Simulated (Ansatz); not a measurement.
Input and output for Y (fcc type): DFT, PBE, all-electron LAPW, scalar-relativistic (Ansatz 0.2.0). This run: volume at 0.5 of the series' base cell.

The cell comes from a relaxation on PAW files under the same functional, begun from a prototype that needn't be the stable phase.

Command: `ansatz run input.yaml --threads 1 --pin off --max-ram 2048MiB --backend cpu --events-out ev --progress --plain --runs-dir out` It took 4 s on 1 thread of Intel(R) Xeon(R) 6975P-C (Granite Rapids), on a shared host, peak memory 0.31 GiB.

```yaml
crystal:
  lattice:
    - [0.0, 2.0108702594, 2.0108702594]
    - [2.0108702594, 0.0, 2.0108702594]
    - [2.0108702594, 2.0108702594, 0.0]
  atoms:
    - { symbol: "Y", position: [0.0, 0.0, 0.0] }
kpoints:
  mp_grid: { grid: [14, 14, 14] }
scf:
  occupations: { method: fermi_dirac, width: 0.08 }
hamiltonian:
  xc: pbe
  pseudopotentials: { kind: all_electron, lapw: { basis_error: 0.001 } }
output:
  forces: true
  stress: true
  eigenvalues: true
  populations: true
```

Output:

```
Y: projections on atomic orbitals take those of the free atom 1s2 2s2 2p6 3s2 3p6 3d10 4s2 4p6 4d1 5s2, of charge +0.00 (hamiltonian.pseudopotentials.projection_atoms)
LAPW: plane waves up to 7.462 Å⁻¹, error target 1.0e-3 eV per atom; small_component_spin mean_spin; Y in spheres of 1.422 Å, 27 of its electrons in bands, Dirac shells [] (how accurate: hamiltonian.pseudopotentials.lapw.basis_error, Limitations)
Engine: ansatz 0.2.0
Pseudopotentials: kind: all_electron
Pseudopotential: Y, LAPW, valence charge 27, lapw/all_electron/scalar/gaussian/Y, Koelling and Harmon's equation, gaussian nucleus
Functional definition: PBE
  parameter kappa = 0.804
  parameter beta = 0.06672455060314922
  exchange = pbe_x(kappa = kappa, mu = beta*pi^2/3)
  correlation = pbe_c(beta = beta)
Crystal: 1 atoms, lattice volume = 16.262 Å³
Basis set: ecut = 212.15360096276368 eV, 113 PW (Γ), exchange–correlation at level 2
Bands: 18, of which v1, the nominal top of the filled ones, is band 14 counted from 1 (13 counted from 0)
Symmetry: 48 space group operations
Space group: Fm-3m (ITA 225), of the structure as read, at distance tolerance 2.5e-5 Å
k-points: 104 of 2744
Non-local potential: Y, projectors of the file, none
Initial density: superposition of atomic densities (chi_scale 0.1, normalization cell)
Initial wavefunctions: plane waves of lowest kinetic energy (no species holds an atomic orbital)
Functional: x = pbe(κ = 0.804, μ = 0.2195149727645171), c = pbe(β = 0.06672455060314922)
iter 1 solved again at ethr=3.69e-5 eV; its pass at ethr=1.00e-1 eV (dr2=9.96e-3 eV) is discarded
SCF iter   1: F=—  HF=-92116.957906 eV  |F-HF|=—  |Δ(HF+E_count)|=         —  Δρ=1.01e-2  dr2=1.01e-2  ethr=3.69e-5  ⟨swp⟩=3.3  Hψ=12684  notcnv=0
preconditioner: auto → none  [metal: Δε(μ)=0.017 eV  Ē_g=20.822 eV  σ=0.080 eV  W_gap=0.05  n_scr=8 (ndim 8)  ℏωp=27.6 eV  f_vac=0.000  D(μ)=1.13/eV (n_scr^D=14)  sad-step TF]
SCF iter   2: F=—  HF=-92116.888965 eV  |F-HF|=—  |Δ(HF+E_count)|=   6.89e-2  Δρ=5.23e-3  dr2=2.77e-3  ethr=3.69e-5  ⟨swp⟩=2.1  Hψ=5547  notcnv=0
SCF iter   3: F=—  HF=-92116.885906 eV  |F-HF|=—  |Δ(HF+E_count)|=   3.06e-3  Δρ=1.94e-3  dr2=3.71e-4  ethr=1.03e-5  ⟨swp⟩=2.0  Hψ=5488  notcnv=0
iter 4 solved again at ethr=6.91e-8 eV; its pass at ethr=1.37e-6 eV (dr2=1.87e-5 eV) is discarded
SCF iter   4: F=—  HF=-92116.886073 eV  |F-HF|=—  |Δ(HF+E_count)|=   1.67e-4  Δρ=4.45e-4  dr2=1.86e-5  ethr=6.91e-8  ⟨swp⟩=2.0  Hψ=9208  notcnv=0
SCF iter   5: F=-92116.886085 eV  HF=-92116.886085 eV  |F-HF|=9.08e-9  |Δ(HF+E_count)|=   1.24e-5  Δρ=9.70e-6  dr2=7.10e-9  ethr=6.91e-8  ⟨swp⟩=3.0  Hψ=5624  notcnv=0
SCF 1 converged in 5 iterations: F = -92116.886085 eV  dr2 = 7.10e-9
SCF converged after 5 iterations
Free energy (F): -92116.886085 eV
Harris-Foulkes:  -92116.886085 eV  (|F-HF|=9.08e-9)
Internal energy: -92116.863122 eV  (E = F + TS)
E sigma→0 (E₀):  -92116.874604 eV
Entropy (-TS):   -0.022964 eV (-22.964 meV/atom)
Fermi energy:    23.250224 eV
--- Per-component energies (eV) ---
  E_band       = -2705.346089
  E_kinetic    = 95019.401941
  E_xc         = -2992.499167
  E_electrostatic = -184143.765896  (all electrons and nuclei)
  E_smearing   = -0.022964  (= −TS)
  E_closure    = 0.000000  (closes the sum)
  E_atoms      = -92114.731899  (free atoms, spherical and without spin; not in F)
  Σ components = -92116.886085   (vs F -92116.886085, Δ=0.00e0)
  Basis errors (estimates in eV, not in F): energy 1.5e-4 per atom: plane waves 1.3e-4 (6.5e-5 summed), levels above the bands 3.2e-60, relativity 5.4e-8, radial functions 1.8e-5, core shells 1.4e-6; eigenvalues (radial functions only) 2.6e-6; not estimated: angular momenta, meshes, grids; target (lapw.basis_error) 1.0e-3; muffin-tin radii Y 1.422 Å
--- Forces (eV/Å), atoms counted from 1 ---
  atom   1  Y     -0.00000000    -0.00000000     0.00000000
  max |Σ_I F_I| component: 1.23e-31 eV/Å
--- Stress (GPa, compression-positive) ---
       75.854983      -0.000000      -0.000000
       -0.000000      75.854983       0.000000
       -0.000000       0.000000      75.854983
  P = ⅓ Tr σ = 75.8550 GPa (758.550 kbar)
--- Band table (eV; the first three rows and the last of 104) ---
  k-point 0: bands = ["-256.0480", "-256.0480", "-256.0480", "-120.6425", "-120.6425", "-120.6408", "-120.6408", "-120.6408", "-19.0514", "3.1995", "3.1995", "3.1995", "19.0757", "25.4138", "25.4138", "25.4138", "29.8191", "29.8191"]
  k-point 1: bands = ["-256.0480", "-256.0480", "-256.0480", "-120.6425", "-120.6425", "-120.6408", "-120.6408", "-120.6408", "-19.0097", "2.9576", "3.1740", "3.1740", "19.3744", "25.1267", "25.5457", "25.5457", "29.6015", "29.6015"]
  k-point 2: bands = ["-256.0480", "-256.0480", "-256.0480", "-120.6425", "-120.6425", "-120.6408", "-120.6408", "-120.6408", "-18.8905", "2.3140", "3.1034", "3.1034", "20.1122", "24.5987", "25.8444", "25.8444", "29.2088", "29.2088"]
  k-point 103: bands = ["-256.0480", "-256.0480", "-256.0480", "-120.6425", "-120.6424", "-120.6408", "-120.6407", "-120.6406", "-17.8064", "0.2689", "0.7744", "1.6163", "21.2024", "23.2590", "25.3349", "27.9955", "34.3538", "38.0153"]
--- Löwdin populations: 1 site ---
  site symbol       q [e]
     0      Y     38.9824
  spilling = 0.000450 (of n_electrons = 39.000000)
```

populations.tsv:

```
# site	symbol	l	j	q
# orbitals = lowdin
# n_electrons = 39.000000
# spilling = 0.000450
# projection_atom_Y: 1s2 2s2 2p6 3s2 3p6 3d10 4s2 4p6 4d1 5s2
0	Y	0_1S	-	1.999990
0	Y	0_2S	-	1.999548
0	Y	0_3S	-	1.991718
0	Y	0_4S	-	1.858869
0	Y	0_5S	-	0.441755
0	Y	1_2P	-	5.999996
0	Y	1_3P	-	5.999120
0	Y	1_4P	-	5.792640
0	Y	2_3D	-	9.999862
0	Y	2_4D	-	2.898950
```

Next run (volume at 0.43 of the series' base cell), as changes to the input before:

```diff
   lattice:
-    - [0.0, 2.0108702594, 2.0108702594]
-    - [2.0108702594, 0.0, 2.0108702594]
-    - [2.0108702594, 2.0108702594, 0.0]
+    - [0.0, 1.9122743573, 1.9122743573]
+    - [1.9122743573, 0.0, 1.9122743573]
+    - [1.9122743573, 1.9122743573, 0.0]
   atoms:
   mp_grid: { grid: [14, 14, 14] }
+  band_path:
+    path:
+      - [0.0, 0.0, 0.0]
+      - [0.5, 0.0, 0.5]
+      - [0.625, 0.25, 0.625]
+      - [0.375, 0.375, 0.75]
+      - [0.0, 0.0, 0.0]
+      - [0.5, 0.5, 0.5]
+      - [0.5, 0.25, 0.75]
+      - [0.5, 0.0, 0.5]
+    npoints: 8
 scf:
   populations: true
+  dos: { projected: true, de: 0.2, e_range: [-14, 8] }
```

Command: `ansatz run input.yaml --threads 1 --pin off --max-ram 2048MiB --backend cpu --events-out ev --progress --plain --runs-dir out` It took 5 s on 1 thread of Intel(R) Xeon(R) 6975P-C (Granite Rapids), with other jobs on the host, peak memory 0.32 GiB.

Results part of the output:

```
SCF 1 converged in 5 iterations: F = -92115.535618 eV  dr2 = 1.89e-8
NSCF: frozen V_eff on 57 k-points
SCF converged after 5 iterations
Free energy (F): -92115.535618 eV
Harris-Foulkes:  -92115.535618 eV  (|F-HF|=1.45e-8)
Internal energy: -92115.516929 eV  (E = F + TS)
E sigma→0 (E₀):  -92115.526273 eV
Entropy (-TS):   -0.018689 eV (-18.689 meV/atom)
Fermi energy:    27.141878 eV
--- Per-component energies (eV) ---
  E_band       = -3269.175178
  E_kinetic    = 95025.443311
  E_xc         = -2994.855133
  E_electrostatic = -184146.105107  (all electrons and nuclei)
  E_smearing   = -0.018689  (= −TS)
  E_closure    = 0.000000  (closes the sum)
  E_atoms      = -92114.731899  (free atoms, spherical and without spin; not in F)
  Σ components = -92115.535618   (vs F -92115.535618, Δ=0.00e0)
  Basis errors (estimates in eV, not in F): energy 1.7e-4 per atom: plane waves 1.5e-4 (7.5e-5 summed), levels above the bands 9.6e-62, relativity 5.5e-8, radial functions 1.7e-5, core shells 5.0e-14; eigenvalues (radial functions only) 4.3e-6; not estimated: angular momenta, meshes, grids; target (lapw.basis_error) 1.0e-3; muffin-tin radii Y 1.352 Å
--- Forces (eV/Å), atoms counted from 1 ---
  atom   1  Y     -0.00000000    -0.00000000     0.00000000
  max |Σ_I F_I| component: 6.57e-32 eV/Å
--- Stress (GPa, compression-positive) ---
      117.910334       0.000000       0.000000
        0.000000     117.910334      -0.000000
        0.000000      -0.000000     117.910334
  P = ⅓ Tr σ = 117.9103 GPa (1179.103 kbar)
--- Band table (eV; the first three rows and the last of 104) ---
  k-point 0: bands = ["-334.3312", "-252.0406", "-252.0406", "-252.0406", "-116.6299", "-116.6299", "-116.6288", "-116.6288", "-116.6288", "-15.8190", "7.6150", "7.6150", "7.6150", "23.8057", "29.1891", "29.1891", "29.1891", "34.3524", "34.3524"]
  k-point 1: bands = ["-334.3312", "-252.0406", "-252.0406", "-252.0406", "-116.6299", "-116.6299", "-116.6288", "-116.6288", "-116.6288", "-15.7558", "7.2680", "7.5783", "7.5783", "24.1632", "28.8711", "29.3464", "29.3464", "34.0737", "34.0737"]
  k-point 2: bands = ["-334.3312", "-252.0406", "-252.0406", "-252.0406", "-116.6299", "-116.6299", "-116.6288", "-116.6288", "-116.6288", "-15.5742", "6.3565", "7.4772", "7.4772", "24.9356", "28.4153", "29.7011", "29.7011", "33.5765", "33.5765"]
  k-point 103: bands = ["-334.3312", "-252.0406", "-252.0406", "-252.0406", "-116.6300", "-116.6298", "-116.6287", "-116.6286", "-116.6283", "-13.8256", "3.4625", "4.1536", "5.3042", "24.7386", "27.1253", "29.7230", "32.3185", "39.7912", "44.1518"]
--- Löwdin populations: 1 site ---
  site symbol       q [e]
     0      Y     38.9766
  spilling = 0.000599 (of n_electrons = 39.000000)
```

The structure type is held throughout; the real material can change phase at far lower pressure.
